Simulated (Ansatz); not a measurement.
# Cobalt, dhcp under PBE: structure, energy and stiffness, part 3 of 3

Aim: take cobalt in the dhcp structure, relax it, solve it on a dense k-mesh, then scale the cell to 7 volumes from 88 to 112 % of the relaxed one and try a fit of the equation of state. The start is ferromagnetic. The k-meshes are 14×14×4 for the relaxation; 19×19×5 for the dense run; 16×16×5 for the volumes.

Ansatz 0.2.0; DFT, PBE, plane waves (420 eV) with PAW, scalar-relativistic. Earlier steps stand in the parts before.

### 5 Volume × 0.92

The input, input.yaml:

```yaml
crystal:
  lattice:
    - [2.4267808389, 0.0, 0.0]
    - [-1.2133904195, 2.1016538559, 0.0]
    - [0.0, 0.0, 7.8601985935]
  atoms:
    - { symbol: Co, position: [1.0, 0.0, 1.0], spin: 1.707 }
    - { symbol: Co, position: [0.0, 0.0, 0.5], spin: 1.707 }
    - { symbol: Co, position: [0.3333333333, 0.6666666667, 0.25], spin: 1.725 }
    - { symbol: Co, position: [0.6666666667, 0.3333333333, 0.75], spin: 1.725 }
hamiltonian:
  xc: pbe
  pseudopotentials:
    kind: paw
    azcp:
      Co: "pseudopotentials/Co.paw.azcp"
basis:
  ecutwfc: 420
  fft_grid_basis: typed
kpoints:
  mp_grid: { grid: [16, 16, 5], shift: [0, 0, 0] }
magnetization:
  spin_polarized: true
scf:
  occupations: { method: fermi_dirac, width: 0.05 }
  lower_state_search: "off"
output:
  stress: true
  write_density: true
  write_potential: true
  elf: true
  volumetric_format: npy
```

Started as:

```sh
> ansatz run input.yaml --threads 1 --pin off --max-ram 3584MiB --backend cpu --events-out ev --progress --plain --runs-dir out
```

The log of the run, cut to the lines that bear on the results:

```text
[...]
Pseudopotentials: kind: paw
Pseudopotential: Co, paw, valence charge 17, recommended cutoff 420 eV (normal), <dir>
Functional definition: PBE
[...]
Crystal: 4 atoms, lattice volume = 40.089 Å³
Basis set: ecut = 420 eV, 753 PW (Γ)
Bands: 45, of which v1, the nominal top of the filled ones, is band 34 counted from 1 (33 counted from 0)
Symmetry: 24 space group operations
[...]
Free energy (F): -20504.391782 eV
[...]
E sigma→0 (E₀):  -20504.377847 eV
Entropy (-TS):   -0.027869 eV (-6.967 meV/atom)
Fermi energy:    20.604062 eV
[...]
--- Stress (GPa, compression-positive) ---
       21.094651       0.000000       0.000000
        0.000000      21.094651      -0.000000
        0.000000      -0.000000      21.970513
  P = ⅓ Tr σ = 21.3866 GPa (213.866 kbar)
--- Band table (eV; the first three rows and the last of 180) ---
[...]
```

Run time: 50 s. Hardware: 1 thread of Intel Xeon Platinum 8259CL at 2.50GHz (Skylake/Cascade Lake), shared host; peak memory 0.6 GiB.

### 6 Volume × 0.96

Edit input.yaml of step 5 so:

```diff
@@ -2,5 +2,5 @@
   lattice:
-    - [2.4267808389, 0.0, 0.0]
-    - [-1.2133904195, 2.1016538559, 0.0]
-    - [0.0, 0.0, 7.8601985935]
+    - [2.4614538211, 0.0, 0.0]
+    - [-1.2307269106, 2.1316815393, 0.0]
+    - [0.0, 0.0, 7.9725023177]
   atoms:
@@ -28,5 +28 @@
   stress: true
-  write_density: true
-  write_potential: true
-  elf: true
-  volumetric_format: npy
```

Started as:

```sh
> ansatz run input.yaml --threads 1 --pin off --max-ram 3584MiB --backend cpu --events-out ev --progress --plain --runs-dir out
```

The log of the run, cut to the lines that bear on the results:

```text
[...]
[... 3 set-up lines as earlier in the session ...]
[...]
Crystal: 4 atoms, lattice volume = 41.832 Å³
Basis set: ecut = 420 eV, 789 PW (Γ)
Bands: 45, of which v1, the nominal top of the filled ones, is band 34 counted from 1 (33 counted from 0)
[... 1 set-up line as earlier in the session ...]
[...]
Free energy (F): -20504.555407 eV
[...]
E sigma→0 (E₀):  -20504.541003 eV
Entropy (-TS):   -0.028807 eV (-7.202 meV/atom)
Fermi energy:    19.600235 eV
[...]
--- Stress (GPa, compression-positive) ---
        8.921253      -0.000000       0.000000
        0.000000       8.921253       0.000000
        0.000000       0.000000       9.684670
  P = ⅓ Tr σ = 9.1757 GPa (91.757 kbar)
```

It took 47 s on 1 thread of Intel Xeon Platinum 8259CL at 2.50GHz (Skylake/Cascade Lake), shared host; peak memory 0.6 GiB.

### 7 Volume × 1.0

Edit input.yaml of step 6 so:

```diff
@@ -2,5 +2,5 @@
   lattice:
-    - [2.4614538211, 0.0, 0.0]
-    - [-1.2307269106, 2.1316815393, 0.0]
-    - [0.0, 0.0, 7.9725023177]
+    - [2.4951765572, 0.0, 0.0]
+    - [-1.2475882786, 2.1608862854, 0.0]
+    - [0.0, 0.0, 8.0817282511]
   atoms:
@@ -28 +28,5 @@
   stress: true
+  write_density: true
+  write_potential: true
+  elf: true
+  volumetric_format: npy
```

Started as:

```sh
> ansatz run input.yaml --threads 1 --pin off --max-ram 3584MiB --backend cpu --events-out ev --progress --plain --runs-dir out
```

The log of the run, cut to the lines that bear on the results:

```text
[...]
[... 3 set-up lines as earlier in the session ...]
[...]
Crystal: 4 atoms, lattice volume = 43.575 Å³
Basis set: ecut = 420 eV, 825 PW (Γ)
Bands: 45, of which v1, the nominal top of the filled ones, is band 34 counted from 1 (33 counted from 0)
[... 1 set-up line as earlier in the session ...]
[...]
Free energy (F): -20504.601165 eV
[...]
E sigma→0 (E₀):  -20504.585467 eV
Entropy (-TS):   -0.031397 eV (-7.849 meV/atom)
Fermi energy:    18.674518 eV
[...]
--- Stress (GPa, compression-positive) ---
       -0.479450      -0.000000       0.000000
       -0.000000      -0.479450       0.000000
        0.000000       0.000000      -0.043311
  P = ⅓ Tr σ = -0.3341 GPa (-3.341 kbar)
--- Band table (eV; the first three rows and the last of 180) ---
[...]
```

It took 60 s on 1 thread of Intel Xeon Platinum 8259CL at 2.50GHz (Skylake/Cascade Lake), shared host; peak memory 0.63 GiB.

### 8 Volume × 1.04

Edit input.yaml of step 7 so:

```diff
@@ -2,5 +2,5 @@
   lattice:
-    - [2.4951765572, 0.0, 0.0]
-    - [-1.2475882786, 2.1608862854, 0.0]
-    - [0.0, 0.0, 8.0817282511]
+    - [2.5280115931, 0.0, 0.0]
+    - [-1.2640057966, 2.1893222606, 0.0]
+    - [0.0, 0.0, 8.1880789767]
   atoms:
```

Started as:

```sh
> ansatz run input.yaml --threads 1 --pin off --max-ram 3584MiB --backend cpu --events-out ev --progress --plain --runs-dir out
```

The log of the run, cut to the lines that bear on the results:

```text
[...]
[... 3 set-up lines as earlier in the session ...]
[...]
Crystal: 4 atoms, lattice volume = 45.318 Å³
Basis set: ecut = 420 eV, 909 PW (Γ)
Bands: 45, of which v1, the nominal top of the filled ones, is band 34 counted from 1 (33 counted from 0)
[... 1 set-up line as earlier in the session ...]
[...]
Free energy (F): -20504.555958 eV
[...]
E sigma→0 (E₀):  -20504.539411 eV
Entropy (-TS):   -0.033093 eV (-8.273 meV/atom)
Fermi energy:    17.816614 eV
[...]
--- Stress (GPa, compression-positive) ---
       -7.668849       0.000000       0.000000
        0.000000      -7.668849       0.000000
        0.000000       0.000000      -7.658067
  P = ⅓ Tr σ = -7.6653 GPa (-76.653 kbar)
--- Band table (eV; the first three rows and the last of 180) ---
[...]
```

It took 61 s on 1 thread of Intel Xeon Platinum 8259CL at 2.50GHz (Skylake/Cascade Lake), shared host; peak memory 0.63 GiB.

### 9 Volume × 1.08

Edit input.yaml of step 8 so:

```diff
@@ -2,5 +2,5 @@
   lattice:
-    - [2.5280115931, 0.0, 0.0]
-    - [-1.2640057966, 2.1893222606, 0.0]
-    - [0.0, 0.0, 8.1880789767]
+    - [2.5600151373, 0.0, 0.0]
+    - [-1.2800075687, 2.2170381429, 0.0]
+    - [0.0, 0.0, 8.2917365501]
   atoms:
@@ -28,5 +28 @@
   stress: true
-  write_density: true
-  write_potential: true
-  elf: true
-  volumetric_format: npy
```

Started as:

```sh
> ansatz run input.yaml --threads 1 --pin off --max-ram 3584MiB --backend cpu --events-out ev --progress --plain --runs-dir out
```

The log of the run, cut to the lines that bear on the results:

```text
[...]
[... 3 set-up lines as earlier in the session ...]
[...]
Crystal: 4 atoms, lattice volume = 47.061 Å³
Basis set: ecut = 420 eV, 945 PW (Γ)
Bands: 45, of which v1, the nominal top of the filled ones, is band 34 counted from 1 (33 counted from 0)
[... 1 set-up line as earlier in the session ...]
[...]
Free energy (F): -20504.439732 eV
[...]
E sigma→0 (E₀):  -20504.423119 eV
Entropy (-TS):   -0.033226 eV (-8.307 meV/atom)
Fermi energy:    17.020339 eV
[...]
--- Stress (GPa, compression-positive) ---
      -13.497962       0.000000       0.000000
        0.000000     -13.497962       0.000000
        0.000000       0.000000     -13.466702
  P = ⅓ Tr σ = -13.4875 GPa (-134.875 kbar)
```

It took 59 s on 1 thread of Intel Xeon Platinum 8259CL at 2.50GHz (Skylake/Cascade Lake), shared host; peak memory 0.63 GiB.

### 10 Volume × 1.12

Edit input.yaml of step 9 so:

```diff
@@ -2,5 +2,5 @@
   lattice:
-    - [2.5600151373, 0.0, 0.0]
-    - [-1.2800075687, 2.2170381429, 0.0]
-    - [0.0, 0.0, 8.2917365501]
+    - [2.5912379112, 0.0, 0.0]
+    - [-1.2956189556, 2.2440778584, 0.0]
+    - [0.0, 0.0, 8.3928652553]
   atoms:
```

Started as:

```sh
> ansatz run input.yaml --threads 1 --pin off --max-ram 3584MiB --backend cpu --events-out ev --progress --plain --runs-dir out
```

The log of the run, cut to the lines that bear on the results:

```text
[...]
[... 3 set-up lines as earlier in the session ...]
[...]
Crystal: 4 atoms, lattice volume = 48.804 Å³
Basis set: ecut = 420 eV, 959 PW (Γ)
Bands: 45, of which v1, the nominal top of the filled ones, is band 34 counted from 1 (33 counted from 0)
[... 1 set-up line as earlier in the session ...]
[...]
Free energy (F): -20504.266219 eV
[...]
E sigma→0 (E₀):  -20504.249688 eV
Entropy (-TS):   -0.033062 eV (-8.265 meV/atom)
Fermi energy:    16.283105 eV
[...]
--- Stress (GPa, compression-positive) ---
      -18.322001      -0.000000       0.000000
        0.000000     -18.322001       0.000000
        0.000000       0.000000     -18.074254
  P = ⅓ Tr σ = -18.2394 GPa (-182.394 kbar)
```

Wall time 64 s (1 thread of Intel Xeon Platinum 8259CL at 2.50GHz (Skylake/Cascade Lake), shared host); peak memory 0.63 GiB.

### 11 The equation of state

The cell was scaled evenly, with its shape and the fractional positions fixed.

```csv
V (Å³/atom),E − E₀ (meV/atom),P from the stress (GPa),P from the fit (GPa),largest moment (μB)
9.587,130.2,36.69,36.90,1.61
10.022,52.0,21.39,21.27,1.65
10.458,11.2,9.18,9.10,1.67
10.894,0.1,-0.33,-0.38,1.71
11.330,11.6,-7.67,-7.78,1.75
11.765,40.7,-13.49,-13.54,1.79
12.201,84.1,-18.24,-18.01,1.82
```

A third-order Birch-Murnaghan fit gives V₀ = 10.874 Å³/atom, B₀ = 211 GPa and B₀′ = 5.2; it misses no point by more than 0.15 meV/atom.

### 12 Results

What follows sums up all 3 parts.

| quantity | value |
| --- | --- |
| space group (spins left aside) | P6_3/mmc (No. 194) |
| conventional cell | a = 2.495 Å, c = 8.082 Å (c/a = 3.239) |
| volume | 10.894 Å³/atom |
| shortest distance | 2.481 Å |
| gap on the mesh | none (levels filled in part) |
| magnetic state | ferromagnetic, up to 1.72 μB per atom |
| relative to hcp, ferromagnetic | +4 meV/atom |
| V₀, B₀, B₀′ | 10.874 Å³/atom, 211 GPa, 5.2 |

In words: From the guessed start the volume shrank by 1.6 % in 5 steps. It lies 4 meV/atom above the element's reference form at the same level (hcp, ferromagnetic, from a run of its own). It ends ferromagnetic, with up to 1.72 μB per atom. No gap shows: it is a metal or semimetal at this level. B₀ comes out at 211 GPa; letting shape and positions relax at each volume could only lower it. The symmetry was held, so the structure may be unstable against distortions that break it.
